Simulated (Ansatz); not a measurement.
## Varying the input for Sc

All trials start from this Ansatz input:

```yaml
crystal:
  lattice:
    - [0.0, 2.3268462047, 2.3268462047]
    - [2.3268462047, 0.0, 2.3268462047]
    - [2.3268462047, 2.3268462047, 0.0]
  atoms:
    - { symbol: Sc, position: [0.0, 0.0, 0.0] }
basis:
  ecutwfc: 420
kpoints:
  mp_grid: { grid: [8, 8, 8] }
hamiltonian:
  xc: pbe
scf:
  occupations: { method: gaussian, width: 0.1 }
output:
  forces: true
  stress: true
  eigenvalues: true
```

Command:

```bash
ansatz run input.yaml --threads 1 --pin off --max-ram 1331MiB --backend cpu --events-out ev --progress --plain --runs-dir out
```

The run converges in 6 SCF iterations on 29 irreducible k-points: pressure -1.04 GPa, no gap.

These settings were drawn at random to show what each does; none of the numbers is a converged property of the crystal. Each trial's input is given as a difference from the reference's; energies are extrapolated to zero smearing where there is one, and pressure is positive in compression. Charged cells sit in a uniform background, and their pressures hang on that convention.

Problem. Trial 1 (volume scaled):

```diff
 crystal:
   lattice:
-    - [0.0, 2.3268462047, 2.3268462047]
-    - [2.3268462047, 0.0, 2.3268462047]
-    - [2.3268462047, 2.3268462047, 0.0]
+    - [0.0, 2.3574661135, 2.3574661135]
+    - [2.3574661135, 0.0, 2.3574661135]
+    - [2.3574661135, 2.3574661135, 0.0]
   atoms:
-    - { symbol: Sc, position: [0.0, 0.0, 0.0] }
+    - { symbol: Sc, position: [0.0, 0.0, 0.0], spin: 5.0 }
 basis:
-  ecutwfc: 420
+  ecutwfc: 290
 kpoints:
-  mp_grid: { grid: [8, 8, 8] }
+  mp_grid: { grid: [8, 1, 6], shift: [0.5, 0.5, 0] }
 hamiltonian:
-  xc: pbe
+  xc: revpbe
 scf:
+  lower_state_search: "off"
+  n_extra_bands: 30
+  max_iter: 80
+  convergence: { dr2_threshold: "1e-9 eV" }
 output:
+  populations: true
+magnetization:
+  spin_polarized: true
+  magnetic_field: 300
```

How does this run end?

Solution. The run converges in 17 SCF iterations on 12 irreducible k-points: pressure -4.66 GPa, cell moment 1.01 μB (in the typed magnetic field). It warns that the cutoff lies under the recommended one, 420 eV for these potentials; that the SCF threshold is loose for the stress; that the mesh lowers the symmetry.

Problem. Trial 2 (strained):

```diff
 crystal:
   lattice:
-    - [0.0, 2.3268462047, 2.3268462047]
-    - [2.3268462047, 0.0, 2.3268462047]
-    - [2.3268462047, 2.3268462047, 0.0]
+    - [0.0584541318, 2.4158052674, 2.4445625045]
+    - [2.4023424165, 0.0922533943, 2.4107632419]
+    - [2.3752462379, 2.3549098262, 0.1193495729]
 kpoints:
-  mp_grid: { grid: [8, 8, 8] }
+  mp_grid: { kspacing: 0.96 }
+  band_path: { path: [VBM, CBM], npoints: 5 }
 hamiltonian:
-  xc: pbe
+  xc: blyp
 scf:
+  mixing: { algorithm: msr1, beta: 0.12, ndim: 2, preconditioner: none }
+  max_iter: 56
 output:
+  populations: true
```

What does the program give?

Solution. The run converges in 9 SCF iterations on 14 irreducible k-points: pressure -2.11 GPa, no gap.

Problem. Trial 3:

```diff
+total_charge: 0.5
 output:
-  forces: true
+  forces: false
+  dos: {}
```

What happens?

Solution. The run converges in 7 SCF iterations on 29 irreducible k-points: pressure 15.97 GPa (with the neutralising background of the charged cell), no gap.

Problem. Trial 4:

```diff
 basis:
-  ecutwfc: 420
+  ecutwfc: "14 Ha"
+  ecutrho_ratio: 2
 scf:
+  max_iter: 58
```

What happens?

Solution. The run converges in 6 SCF iterations on 29 irreducible k-points: energy 1.15 meV per atom below the reference, pressure -0.96 GPa, no gap. It warns that the cutoff lies under the recommended one, 420 eV for these potentials.

Problem. Trial 5:

```diff
 crystal:
   atoms:
-    - { symbol: Sc, position: [0.0, 0.0, 0.0] }
+    - { symbol: Sc, position: [0.0, 0.0, 0.0], spin: 5.0 }
 hamiltonian:
+  hubbard: { sites: [{ species: Sc, l: d, u_eff: 4.7 }] }
 scf:
+  lower_state_search: "off"
+  max_iter: 30
+  convergence: { dr2_threshold: "1e-11 eV" }
 output:
+  populations: true
+magnetization:
+  spin_polarized: true
```

What happens?

Solution. The run converges in 19 SCF iterations on 29 irreducible k-points: pressure 8.81 GPa, no gap, cell moment 1.43 μB. It warns that the count of filled bands differs between k-points. Under a U the state reached may not be the lowest.

Problem. Trial 6:

```diff
 crystal:
+  symmetry: { detect: true }
 kpoints:
-  mp_grid: { grid: [8, 8, 8] }
+  mp_grid: { kspacing: 0.64 }
 hamiltonian:
-  xc: pbe
+  xc: revpbe
```

What does the program give?

Solution. The run converges in 6 SCF iterations on 8 irreducible k-points: pressure 0.88 GPa, no gap.

Problem. Trial 7:

```diff
 hamiltonian:
+  hubbard: { sites: [{ species: Sc, l: d, u_eff: 3.0 }], projectors: atomic }
 scf:
-  occupations: { method: gaussian, width: 0.1 }
+  occupations: { method: methfessel_paxton }
 output:
+  dos: {}
```

What does the program give?

Solution. The run converges in 7 SCF iterations on 29 irreducible k-points: pressure 7.39 GPa, no gap. It warns that the count of filled bands differs between k-points.

Problem. Trial 8:

```diff
 basis:
-  ecutwfc: 420
+  ecutrho_ratio: 5
 hamiltonian:
-  xc: pbe
+  xc: pbesol
+  dispersion: d4
 scf:
+  max_iter: 80
+  convergence: { dr2_threshold: "1e-5 eV" }
+magnetization:
+  spin_polarized: true
```

What happens?

Solution. The run converges in 10 SCF iterations on 29 irreducible k-points: pressure -4.14 GPa, no gap, cell moment 0.00 μB. It warns that the SCF threshold is loose for the forces; that no starting moments were given; that the state wasn't tested for a lower one; that the SCF threshold is loose for the stress.